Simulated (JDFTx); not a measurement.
# In (I4/mmm) in JDFTx: convergence with rho ratio

Aim: find how far rho ratio must go before the results for In settle, at BLYP. This setting moves, with any that are tied to it; all else stays.

All numbers are computed with JDFTx 1.7.0 (patched build); they aren't measurements. Logs are shortened: lines on timing, memory, paths and dates and some standing lists are left out, and cuts for length are marked. The log counts tension as positive stress, the text compression.

### Step 1. The structure

Symmetry: I4/mmm, No. 139, tetragonal system. The conventional cell has a = 3.251 Å, b = 3.251 Å, c = 4.947 Å, α = 90.00°, β = 90.00°, γ = 90.00°. In (site symmetry 4/mmm) is surrounded by 12 In at 3.25 to 3.38 Å.

### Step 2. With rho ratio 4

Input file In.in:

```
lattice \
   -3.0716931238     3.0716931238     3.0716931238 \
    3.0716931238    -3.0716931238     3.0716931238 \
    4.6746155145     4.6746155145    -4.6746155145
coords-type Lattice
ion In     0.0000000000     0.0000000000     0.0000000000 1

ion-species pseudo/In.upf
elec-cutoff 40
elec-ex-corr gga-x-b88 gga-c-lyp
kpoint-folding 11 11 11
elec-smearing Fermi 0.0018374661
elec-n-bands 12
electronic-SCF nIterations 100 energyDiffThreshold 1e-09
electronic-minimize nIterations 30 energyDiffThreshold 1e-7
forces-output-coords Cartesian

dump-name run.$VAR
dump End Ecomponents EigStats BandEigs Kpoints Forces Stress
```

Potentials or basis: SPMS-PBE-1.0.

Launch:

```
jdftx -c 1 -i In.in -o In.out
```

Run time: 1.7 min. Hardware: 1 thread of Arm Neoverse V2, shared host; peak memory 0.16 GiB.

Results (log left out):

| Quantity | Value |
| --- | --- |
| Free energy | -1445.7938 eV |
| Pressure | 5.8 GPa |
| Band gap on the k mesh | none (metal or under the smearing width) |

### Step 3. With rho ratio 5

Edit In.in of step 2 so:

```diff
@@ -8,3 +8,3 @@
 ion-species pseudo/In.upf
-elec-cutoff 40
+elec-cutoff 40 200
 elec-ex-corr gga-x-b88 gga-c-lyp
```

Potentials or basis: SPMS-PBE-1.0.

Launch:

```
jdftx -c 1 -i In.in -o In.out
```

It took 1.8 min on 1 thread of Arm Neoverse V2, shared host; peak memory 0.17 GiB.

It converged, with:

* Free energy: -1445.7939 eV
* Pressure: 5.8 GPa
* Band gap on the k mesh: none (metal or under the smearing width)

### Step 4. With rho ratio 6

Edit In.in of step 3 so:

```diff
@@ -8,3 +8,3 @@
 ion-species pseudo/In.upf
-elec-cutoff 40 200
+elec-cutoff 40 240
 elec-ex-corr gga-x-b88 gga-c-lyp
```

Launch:

```
jdftx -c 1 -i In.in -o In.out
```

Wall time 1.8 min (1 thread of Arm Neoverse V2, shared host); peak memory 0.17 GiB.

It converged, with:

```
Free energy            : -1445.7939 eV
Pressure               : 5.8 GPa
Band gap on the k mesh : none (metal or under the smearing width)
```

### Step 5. With rho ratio 8

Edit In.in of step 4 so:

```diff
@@ -8,3 +8,3 @@
 ion-species pseudo/In.upf
-elec-cutoff 40 240
+elec-cutoff 40 320
 elec-ex-corr gga-x-b88 gga-c-lyp
```

Launch:

```
jdftx -c 1 -i In.in -o In.out
```

Wall time 1.9 min (1 thread of Arm Neoverse V2, shared host); peak memory 0.17 GiB.

Results (log left out):

* Free energy: -1445.7939 eV
* Pressure: 5.8 GPa
* Band gap on the k mesh: none (metal or under the smearing width)

### Step 6. With rho ratio 10

Edit In.in of step 5 so:

```diff
@@ -8,3 +8,3 @@
 ion-species pseudo/In.upf
-elec-cutoff 40 320
+elec-cutoff 40 400
 elec-ex-corr gga-x-b88 gga-c-lyp
```

Potentials or basis: SPMS-PBE-1.0.

Launch:

```
jdftx -c 1 -i In.in -o In.out
```

What it wrote:

```text
*************** JDFTx 1.7.0 (patched build) ***************

Input parsed successfully to the following command list (including defaults):
[... the input with its defaults ...]

---------- Setting up symmetries ----------

Non-trivial transmission matrix:
[   1   0   0  ]
[   0   1   0  ]
[   1   1   1  ]
with reduced lattice vectors:
[      0.000000      6.143386      3.071693  ]
[      6.143386      0.000000      3.071693  ]
[      0.000000      0.000000     -4.674616  ]

Found 16 point-group symmetries of the bravais lattice
Found 16 space-group symmetries with basis
Applied RMS atom displacement 0 bohrs to make symmetries exact.

---------- Initializing the Grid ----------
R =
[     -3.07169      3.07169      3.07169  ]
[      3.07169     -3.07169      3.07169  ]
[      4.67462      4.67462     -4.67462  ]
unit cell volume = 176.426
G =
[ 3.08822e-17    1.02276   0.672054  ]
[    1.02276 3.08822e-17   0.672054  ]
[    1.02276    1.02276 1.81742e-17  ]
Minimum fftbox size, Smin = [  60  60  60  ]
Chosen fftbox size, S = [  60  60  60  ]

---------- Initializing tighter grid for wavefunction operations ----------
R =
[     -3.07169      3.07169      3.07169  ]
[      3.07169     -3.07169      3.07169  ]
[      4.67462      4.67462     -4.67462  ]
unit cell volume = 176.426
G =
[ 3.08822e-17    1.02276   0.672054  ]
[    1.02276 3.08822e-17   0.672054  ]
[    1.02276    1.02276 1.81742e-17  ]
Minimum fftbox size, Smin = [  40  40  40  ]
Chosen fftbox size, S = [  40  40  40  ]

---------- Exchange Correlation functional ----------
Initialized LibXC exchange functional 'Becke 88'
Initialized LibXC correlation functional 'Lee, Yang & Parr'

---------- Setting up pseudopotentials ----------
Width of ionic core gaussian charges (only for fluid interactions / plotting) set to 0

Reading pseudopotential file 'pseudo/In.upf':
  'In' pseudopotential, 'PBE' functional
  Generated using ONCVPSP code by D. R. Hamann
  13 valence electrons, 3 orbitals, 6 projectors, 1001 radial grid points, with lMax = 2
    4D    l: 2   occupation: 10.0   eigenvalue: -0.684392
    5S    l: 0   occupation:  2.0   eigenvalue: -0.301765
    5P    l: 1   occupation:  1.0   eigenvalue: -0.092561
  Core radius for overlap checks: 2.43 bohrs.

Initialized 1 species with 1 total atoms.

Folded 1 k-points by 11x11x11 to 1331 k-points.

---------- Setting up k-points, bands, fillings ----------
Reduced to 126 k-points under symmetry.
Computing the number of bands and number of electrons
Calculating initial fillings.
nElectrons:  13.000000   nBands: 12   nStates: 126

----- Setting up reduced wavefunction bases (one per k-point) -----
average nbasis = 2131.410 , ideal nbasis = 2131.795

---------- Setting up ewald sum ----------
Optimum gaussian width for ewald sums = 2.220791 bohr.
Real space sum over 2197 unit cells with max indices [  6  6  6  ]
Reciprocal space sum over 2197 terms with max indices [  6  6  6  ]

---------- Allocating electronic variables ----------
Initializing wave functions:  linear combination of atomic orbitals
Note: number of bands (12) exceeds available atomic orbitals (9)
In pseudo-atom occupations:   s ( 2 )  p ( 1 )  d ( 10 )
	FillingsUpdate:  mu: +0.444401104  nElectrons: 13.000000
LCAOMinimize: Iter:   0  F: -53.1192710008365907  |grad|_K:  1.242e-04  alpha:  1.000e+00
	FillingsUpdate:  mu: +0.444795102  nElectrons: 13.000000
LCAOMinimize: Iter:   1  F: -53.1193860361996215  |grad|_K:  2.809e-06  alpha:  8.254e-01  linmin: -2.855e-02  cgtest:  2.680e-01
LCAOMinimize: Encountered beta<0, resetting CG.
	FillingsUpdate:  mu: +0.444797840  nElectrons: 13.000000
LCAOMinimize: Iter:   2  F: -53.1193861105145970  |grad|_K:  1.174e-07  alpha:  1.038e+00  linmin: -5.127e-03  cgtest:  1.439e-02
	FillingsUpdate:  mu: +0.444797510  nElectrons: 13.000000
LCAOMinimize: Iter:   3  F: -53.1193861106211074  |grad|_K:  4.731e-09  alpha:  8.472e-01  linmin:  3.412e-03  cgtest: -3.597e-02
LCAOMinimize: Converged (|Delta F|<1.000000e-06 for 2 iters).

-------- Electronic minimization -----------
Will mix electronic density at each iteration.
	FillingsUpdate:  mu: +0.444797510  nElectrons: 13.000000
	FillingsUpdate:  mu: +0.435295031  nElectrons: 13.000000
SCF: Cycle:  0   F: -53.131811119747887   dF: -1.243e-02   |Residual|: 1.251e-02   |deigs|: 2.259e-01
	FillingsUpdate:  mu: +0.435217757  nElectrons: 13.000000
SCF: Cycle:  1   F: -53.131927994484755   dF: -1.169e-04   |Residual|: 6.174e-03   |deigs|: 7.184e-03
	FillingsUpdate:  mu: +0.435299276  nElectrons: 13.000000
SCF: Cycle:  2   F: -53.131943138427907   dF: -1.514e-05   |Residual|: 1.665e-03   |deigs|: 1.679e-03
	FillingsUpdate:  mu: +0.435456019  nElectrons: 13.000000
SCF: Cycle:  3   F: -53.131943891532202   dF: -7.531e-07   |Residual|: 1.585e-03   |deigs|: 9.562e-04
	FillingsUpdate:  mu: +0.435441369  nElectrons: 13.000000
SCF: Cycle:  4   F: -53.131945003190381   dF: -1.112e-06   |Residual|: 6.160e-04   |deigs|: 5.648e-04
	FillingsUpdate:  mu: +0.435438624  nElectrons: 13.000000
SCF: Cycle:  5   F: -53.131945220576846   dF: -2.174e-07   |Residual|: 1.624e-04   |deigs|: 2.455e-04
	FillingsUpdate:  mu: +0.435441765  nElectrons: 13.000000
SCF: Cycle:  6   F: -53.131945233250676   dF: -1.267e-08   |Residual|: 1.216e-04   |deigs|: 1.499e-04
	FillingsUpdate:  mu: +0.435441831  nElectrons: 13.000000
SCF: Cycle:  7   F: -53.131945240159837   dF: -6.909e-09   |Residual|: 3.336e-05   |deigs|: 3.406e-04
	FillingsUpdate:  mu: +0.435442216  nElectrons: 13.000000
SCF: Cycle:  8   F: -53.131945241204242   dF: -1.044e-09   |Residual|: 1.786e-05   |deigs|: 2.093e-04
	FillingsUpdate:  mu: +0.435442214  nElectrons: 13.000000
SCF: Cycle:  9   F: -53.131945241419253   dF: -2.150e-10   |Residual|: 1.627e-05   |deigs|: 1.377e-04
	FillingsUpdate:  mu: +0.435442188  nElectrons: 13.000000
SCF: Cycle: 10   F: -53.131945241525798   dF: -1.065e-10   |Residual|: 6.191e-06   |deigs|: 1.898e-04
SCF: Converged (|Delta E|<1.000000e-09 for 2 iters).

Setting wave functions to eigenvectors of Hamiltonian

# Stress tensor in Cartesian coordinates [Eh/a0^3]:
[ -0.000194911            0            0  ]
[            0 -0.000194911            0  ]
[            0            0 -0.000202418  ]

# Ionic positions in lattice coordinates:
ion In   0.000000000000000   0.000000000000000   0.000000000000000 1

# Forces in Cartesian coordinates:
force In  -0.000000000000000  -0.000000000000000  -0.000000000000000 1

# Energy components:
   Eewald =      -43.5099901313695341
       EH =       10.8045933924577096
     Eloc =      -31.6142630990209845
      Enl =      -12.8860343618084876
      Exc =      -17.2547433569687243
 Exc_core =        8.1372436402202588
       KE =       33.1913915894151543
-------------------------------------
     Etot =      -53.1318023270746025
       TS =        0.0001429144511971
-------------------------------------
        F =      -53.1319452415257985

IonicMinimize: Iter:   0  F: -53.131945241525798  |grad|_K:  0.000e+00
IonicMinimize: Converged (|grad|_K<1.000000e-04).

#--- Lowdin population analysis ---
# oxidation-state In +0.013

Dumping 'run.eigStats' ...
	eMin: -0.114479 at state 124 ( [ +0.454545 +0.454545 -0.454545 ] spin 0 )
	HOMO: +0.435136 at state 101 ( [ +0.181818 -0.272727 -0.454545 ] spin 0 )
	mu  : +0.435442
	LUMO: +0.436939 at state 111 ( [ +0.272727 -0.454545 -0.454545 ] spin 0 )
	eMax: +1.334849 at state 124 ( [ +0.454545 +0.454545 -0.454545 ] spin 0 )
	HOMO-LUMO gap: +0.001803
	Optical gap  : +0.002161 at state 101 ( [ +0.181818 -0.272727 -0.454545 ] spin 0 )
Done!
```

Run time: 1.9 min. Hardware: 1 thread of Arm Neoverse V2, shared host; peak memory 0.18 GiB.

What came out:

* Free energy: -1445.7939 eV
* Pressure: 5.8 GPa
* Band gap on the k mesh: none (metal or under the smearing width)

### Step 7. The series at a glance

| rho ratio | energy less the tightest run, at zero smearing (meV/atom) | SCF cycles | CPU time (s) | peak memory (GiB) |
| --- | --- | --- | --- | --- |
| 4 | 0.12 | 11 | 100 | 0.16 |
| 5 | -0.02 | 11 | 110 | 0.17 |
| 6 | -0.02 | 11 | 110 | 0.17 |
| 8 | 0.01 | 11 | 110 | 0.17 |
| 10 | 0.00 | 11 | 120 | 0.18 |

Against the tightest run, the energy stays within 1 meV/atom from 4 on. The tightest run that finished is the yardstick and may itself not be fully converged.

Caveats: the potentials were made for another functional, which shifts forces and pressure.
